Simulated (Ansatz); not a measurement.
# AlN (rocksalt type): the cost of one run

Computed with Ansatz 0.2.0 (DFT PBEsol, with the methods named in each step, unless a step's input says otherwise).

**1. The structure to begin with**

It takes space group Fm-3m (No. 225, cubic). Conventional cell: a = 4.309 Å, b = 4.309 Å, c = 4.309 Å, α = 90.00°, β = 90.00°, γ = 90.00°. Al (site symmetry m-3m) has 6 N at 2.15 Å as nearest neighbours. N (site symmetry m-3m) has 6 Al at 2.15 Å as nearest neighbours.

Coordinates:

```cif
data_structure
_symmetry_space_group_name_H-M 'P 1'
_symmetry_Int_Tables_number 1
_cell_length_a 3.0468
_cell_length_b 3.0468
_cell_length_c 3.0468
_cell_angle_alpha 60.000
_cell_angle_beta 60.000
_cell_angle_gamma 60.000
_cell_volume 20.00
loop_
_atom_site_label
_atom_site_type_symbol
_atom_site_fract_x
_atom_site_fract_y
_atom_site_fract_z
_atom_site_occupancy
Al1 Al 0.00000 0.00000 0.00000 1
N1 N 0.50000 0.50000 0.50000 1
```

Whether this phase is the stable one at these pressures isn't tested.

Atoms are numbered in the order of the input: Al1, N2.

**2. Cell relaxed at zero pressure, PAW**

The input, input.yaml:

```yaml
crystal:
  lattice:
    - [0.0, 2.15443469, 2.15443469]
    - [2.15443469, 0.0, 2.15443469]
    - [2.15443469, 2.15443469, 0.0]
  atoms:
    - { symbol: Al, position: [0.0, 0.0, 0.0] }
    - { symbol: "N", position: [0.5, 0.5, 0.5] }
kpoints:
  mp_grid: { grid: [17, 17, 17] }
scf:
  occupations: { method: fermi_dirac, width: 0.1 }
hamiltonian:
  xc: pbesol
  pseudopotentials: { kind: paw }
output:
  forces: true
  stress: true
  write_density: true
  write_potential: true
  elf: true
  volumetric_format: npy
relax:
  f_tol: 0.005
  max_steps: 40
  cell: {}
```

Run with:

```bash
$ ansatz run input.yaml --threads 1 --pin off --max-ram 2048MiB --backend cpu --events-out ev --progress --plain --runs-dir out
```

What time and memory should one allow on 1 thread of Intel Xeon Platinum 8488C (Sapphire Rapids), shared host?

About 10 s, with a peak of 0.37 GiB.
